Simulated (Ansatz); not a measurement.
# B: pressure up to the limit of the methods

How does B (omega type) answer strong compression, and how long do frozen cores keep up with all electrons? The runs shown use LAPW, crystal datasets and norm-conserving. Companion runs by PAW are cited. Its runs: the reference run (LAPW); volume scaled by 1 (crystal datasets and norm-conserving); volume scaled by 0.7 (LAPW and norm-conserving); volume scaled by 0.6 (LAPW, crystal datasets and norm-conserving); volume scaled by 0.5 (LAPW); volume scaled by 0.4 (LAPW, crystal datasets and norm-conserving).

Program: Ansatz 0.2.0. Level of theory: DFT PBE, with the methods named in each step. These are calculated values, not measurements.

3 further runs of the same task are left out: 3 that didn't finish.

### 1 Starting point

Symmetry: P6/mmm, No. 191, hexagonal system. The conventional cell has a = 2.862 Å, b = 2.862 Å, c = 2.829 Å, α = 90.00°, β = 90.00°, γ = 120.00°. B (site symmetry 6/mmm) has 12 B at 2.18 Å as nearest neighbours. Around B (site symmetry -6m2) lie 3 B at 1.65 Å.

Structure file:

```xyz
3
Lattice="2.8617 0.0000 0.0000 -1.4308 2.4783 0.0000 0.0000 0.0000 2.8291" Properties=species:S:1:pos:R:3 pbc="T T T"
B     0.0000    0.0000    0.0000
B     0.0000    1.6522    1.4146
B     1.4308    0.8261    1.4146
```

Whether this phase is the stable one at these pressures isn't tested.

Atoms are numbered in the order of the input: B1, B2, B3.

### 2 The reference volume, LAPW

input.yaml reads:

```yaml
crystal:
  lattice:
    - [2.8616757361, 0.0, 0.0]
    - [-1.4308378681, 2.4782838849, 0.0]
    - [0.0, 0.0, 2.8291063123]
  atoms:
    - { symbol: B, position: [0.0, 0.0, 0.0] }
    - { symbol: B, position: [0.3333333333, 0.6666666667, 0.5] }
    - { symbol: B, position: [0.6666666667, 0.3333333333, 0.5] }
kpoints:
  mp_grid: { grid: [12, 12, 16] }
  band_path:
    path:
      - [0.0, 0.0, 0.0]
      - [0.5, 0.0, 0.0]
      - [0.3333333333, 0.3333333333, 0.0]
      - [0.0, 0.0, 0.0]
      - [0.0, 0.0, 0.5]
      - [0.5, 0.0, 0.5]
      - [0.3333333333, 0.3333333333, 0.5]
      - [0.0, 0.0, 0.5]
      - [0.5, 0.0, 0.5]
    npoints: 14
scf:
  occupations: { method: fermi_dirac, width: 0.05 }
hamiltonian:
  xc: pbe
  pseudopotentials: { kind: all_electron, lapw: { basis_error: 0.001 } }
output:
  forces: true
  stress: true
  eigenvalues: true
  populations: true
  dos: { projected: true, de: 0.2, e_range: [-14, 8] }
```

On the command line:

```sh
ansatz run input.yaml --threads 1 --pin off --max-ram 3072MiB --backend cpu --events-out ev --progress --plain --runs-dir out
```

### 3 Volume scaled by 1, crystal datasets

input.yaml reads:

```yaml
crystal:
  lattice:
    - [2.8616757361, 0.0, 0.0]
    - [-1.4308378681, 2.4782838849, 0.0]
    - [0.0, 0.0, 2.8291063123]
  atoms:
    - { symbol: B, position: [0.0, 0.0, 0.0] }
    - { symbol: B, position: [0.3333333333, 0.6666666667, 0.5] }
    - { symbol: B, position: [0.6666666667, 0.3333333333, 0.5] }
kpoints:
  mp_grid: { grid: [12, 12, 16] }
scf:
  occupations: { method: fermi_dirac, width: 0.05 }
hamiltonian:
  xc: pbe
  pseudopotentials: { kind: all_electron, datasets: crystal }
output:
  forces: true
  stress: true
  eigenvalues: true
```

### 4 Volume scaled by 1, norm-conserving

input.yaml: that of step 3 with these lines changed.

```diff
@@ -15,3 +15,3 @@
   xc: pbe
-  pseudopotentials: { kind: all_electron, datasets: crystal }
+  pseudopotentials: { kind: nc }
 output:
```

### 5 Volume scaled by 0.7, LAPW

input.yaml: that of step 4 with these lines changed.

```diff
@@ -2,5 +2,5 @@
   lattice:
-    - [2.8616757361, 0.0, 0.0]
-    - [-1.4308378681, 2.4782838849, 0.0]
-    - [0.0, 0.0, 2.8291063123]
+    - [2.5857486619, 0.0, 0.0]
+    - [-1.292874331, 2.239324029, 0.0]
+    - [0.0, 0.0, 2.425579608]
   atoms:
@@ -15,3 +15,3 @@
   xc: pbe
-  pseudopotentials: { kind: nc }
+  pseudopotentials: { kind: all_electron, lapw: { basis_error: 0.001 } }
 output:
@@ -20 +20,2 @@
   eigenvalues: true
+  populations: true
```

### 6 Volume scaled by 0.7, norm-conserving

input.yaml: that of step 5 with these lines changed.

```diff
@@ -15,3 +15,3 @@
   xc: pbe
-  pseudopotentials: { kind: all_electron, lapw: { basis_error: 0.001 } }
+  pseudopotentials: { kind: nc }
 output:
@@ -20,2 +20 @@
   eigenvalues: true
-  populations: true
```

### 7 Volume scaled by 0.6, LAPW

input.yaml: that of step 6 with these lines changed.

```diff
@@ -2,5 +2,5 @@
   lattice:
-    - [2.5857486619, 0.0, 0.0]
-    - [-1.292874331, 2.239324029, 0.0]
-    - [0.0, 0.0, 2.425579608]
+    - [2.4811741437, 0.0, 0.0]
+    - [-1.2405870718, 2.1487598396, 0.0]
+    - [0.0, 0.0, 2.2580152307]
   atoms:
@@ -15,3 +15,3 @@
   xc: pbe
-  pseudopotentials: { kind: nc }
+  pseudopotentials: { kind: all_electron, lapw: { basis_error: 0.001 } }
 output:
@@ -20 +20,2 @@
   eigenvalues: true
+  populations: true
```

### 8 Volume scaled by 0.6, crystal datasets

input.yaml: that of step 7 with these lines changed.

```diff
@@ -15,3 +15,3 @@
   xc: pbe
-  pseudopotentials: { kind: all_electron, lapw: { basis_error: 0.001 } }
+  pseudopotentials: { kind: all_electron, datasets: crystal }
 output:
@@ -20,2 +20 @@
   eigenvalues: true
-  populations: true
```

### 9 Volume scaled by 0.6, norm-conserving

input.yaml: that of step 8 with these lines changed.

```diff
@@ -15,3 +15,3 @@
   xc: pbe
-  pseudopotentials: { kind: all_electron, datasets: crystal }
+  pseudopotentials: { kind: nc }
 output:
```

### 10 Volume scaled by 0.5, LAPW

input.yaml: that of step 9 with these lines changed.

```diff
@@ -2,5 +2,5 @@
   lattice:
-    - [2.4811741437, 0.0, 0.0]
-    - [-1.2405870718, 2.1487598396, 0.0]
-    - [0.0, 0.0, 2.2580152307]
+    - [2.3677695538, 0.0, 0.0]
+    - [-1.1838847769, 2.0505485839, 0.0]
+    - [0.0, 0.0, 2.0662423122]
   atoms:
@@ -15,3 +15,3 @@
   xc: pbe
-  pseudopotentials: { kind: nc }
+  pseudopotentials: { kind: all_electron, lapw: { basis_error: 0.001 } }
 output:
@@ -20 +20,2 @@
   eigenvalues: true
+  populations: true
```

### 11 Volume scaled by 0.4, LAPW

input.yaml: that of step 10 with these lines changed.

```diff
@@ -2,5 +2,5 @@
   lattice:
-    - [2.3677695538, 0.0, 0.0]
-    - [-1.1838847769, 2.0505485839, 0.0]
-    - [0.0, 0.0, 2.0662423122]
+    - [2.4690212033, 0.0, 0.0]
+    - [-1.2345106017, 2.1382350846, 0.0]
+    - [0.0, 0.0, 1.5201990692]
   atoms:
@@ -11,2 +11,14 @@
   mp_grid: { grid: [12, 12, 16] }
+  band_path:
+    path:
+      - [0.0, 0.0, 0.0]
+      - [0.5, 0.0, 0.0]
+      - [0.3333333333, 0.3333333333, 0.0]
+      - [0.0, 0.0, 0.0]
+      - [0.0, 0.0, 0.5]
+      - [0.5, 0.0, 0.5]
+      - [0.3333333333, 0.3333333333, 0.5]
+      - [0.0, 0.0, 0.5]
+      - [0.5, 0.0, 0.5]
+    npoints: 8
 scf:
@@ -21 +33,2 @@
   populations: true
+  dos: { projected: true, de: 0.2, e_range: [-14, 8] }
```

### 12 Volume scaled by 0.4, crystal datasets

input.yaml reads:

```yaml
crystal:
  lattice:
    - [2.4690212033, 0.0, 0.0]
    - [-1.2345106017, 2.1382350846, 0.0]
    - [0.0, 0.0, 1.5201990692]
  atoms:
    - { symbol: B, position: [0.0, 0.0, 0.0] }
    - { symbol: B, position: [0.3333333333, 0.6666666667, 0.5] }
    - { symbol: B, position: [0.6666666667, 0.3333333333, 0.5] }
kpoints:
  mp_grid: { grid: [12, 12, 16] }
scf:
  occupations: { method: fermi_dirac, width: 0.05 }
hamiltonian:
  xc: pbe
  pseudopotentials: { kind: all_electron, datasets: crystal }
output:
  forces: true
  stress: true
  eigenvalues: true
```

### 13 Volume scaled by 0.4, norm-conserving

input.yaml: that of step 12 with these lines changed.

```diff
@@ -15,3 +15,3 @@
   xc: pbe
-  pseudopotentials: { kind: all_electron, datasets: crystal }
+  pseudopotentials: { kind: nc }
 output:
```

(Steps that only read results are left out.)

Before running it: what results should come out? Wanted: LAPW pressure at 0.4 of the volume; PAW pressure at 0.4 of the volume; PAW; crystal datasets pressure at 0.4 of the volume; norm-conserving pressure at 0.4 of the volume; fitted bulk modulus at zero pressure.

The runs gave:

```
                                                     quantity      value
                           LAPW pressure at 0.4 of the volume  871.3 GPa
                            PAW pressure at 0.4 of the volume  871.1 GPa
PAW (partial_waves polarizable) pressure at 0.4 of the volume  871.1 GPa
               crystal datasets pressure at 0.4 of the volume  871.3 GPa
                norm-conserving pressure at 0.4 of the volume  868.3 GPa
                  fitted bulk modulus at zero pressure (LAPW)    227 GPa
                                      its pressure derivative       3.47
```

In words: At 0.4 of the starting volume LAPW gives 871 GPa. A third-order Birch-Murnaghan curve fits the range only roughly (B₀ = 227 GPa, B′ = 3.47, misfit at most 10.05 GPa). A fit over so wide a range leans to the high pressures, so B₀ can be off by several per cent. Where LAPW's pressure is over 3 GPa, PAW's departs from it by at most 0.1 %, at 0.7 of the volume. The ions are at rest, and the electrons smeared by 0.05 eV.
